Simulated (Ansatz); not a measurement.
Crystal: AlCu.

```
Cu Al
1.0
     2.99751    0.00000    0.00000
     0.00000    2.99751    0.00000
     0.00000    0.00000    2.99751
Cu Al
1 1
Direct
  0.50000 0.50000 0.50000
  0.00000 0.00000 0.00000
```

The cell comes from a database or a generator and needn't be the stable form of this composition.

* Program: Ansatz 0.2.0
* Task: relaxation of cell and atoms
* Functional: B3LYP
* Potentials or basis: Ansatz PAW
* Cutoff: 420 eV (not typed: the program's choice for these potentials)
* k mesh: 5 × 5 × 5
* Occupations: fermi-dirac, width 0.05 eV
* Spin: no spin polarisation

At the start: volume 13.47 Å³/atom.

Problem. How do energy, volume and symmetry change on relaxing?

Solution. It ends after 5 steps and the volume is 14.45 Å³/atom (+7.3 %); space group Pm-3m (No. 221, to 0.05 Å).

The path:
| step | energy change (eV) | largest force (eV/Å) | volume (Å³) |
| --- | --- | --- | --- |
| 1 | 0.0000 | 0.0000 | 26.93 |
| 2 | -0.0340 | 0.0000 | 28.11 |
| 3 | -0.0396 | 0.0000 | 28.81 |
| 4 | -0.0396 | 0.0000 | 28.90 |
| 5 | -0.0409 | 0.0000 | 28.90 |

Final structure:
```cif
data_structure
_symmetry_space_group_name_H-M 'P 1'
_symmetry_Int_Tables_number 1
_cell_length_a 3.0689
_cell_length_b 3.0689
_cell_length_c 3.0689
_cell_angle_alpha 90.000
_cell_angle_beta 90.000
_cell_angle_gamma 90.000
_cell_volume 28.90
loop_
_atom_site_label
_atom_site_type_symbol
_atom_site_fract_x
_atom_site_fract_y
_atom_site_fract_z
_atom_site_occupancy
Cu1 Cu 0.50000 0.50000 0.50000 1
Al1 Al 0.00000 0.00000 0.00000 1
```

Caveat: the k mesh is coarse (spacing up to 0.42 Å⁻¹), so the values aren't converged, least of all with exact exchange; the plane-wave basis is chosen anew once the cell has moved, so the energies of steps on either side of that aren't comparable; the PAW data sets come from PBE, with cores solved anew for the run's functional, which leaves a small shift of forces and pressure.
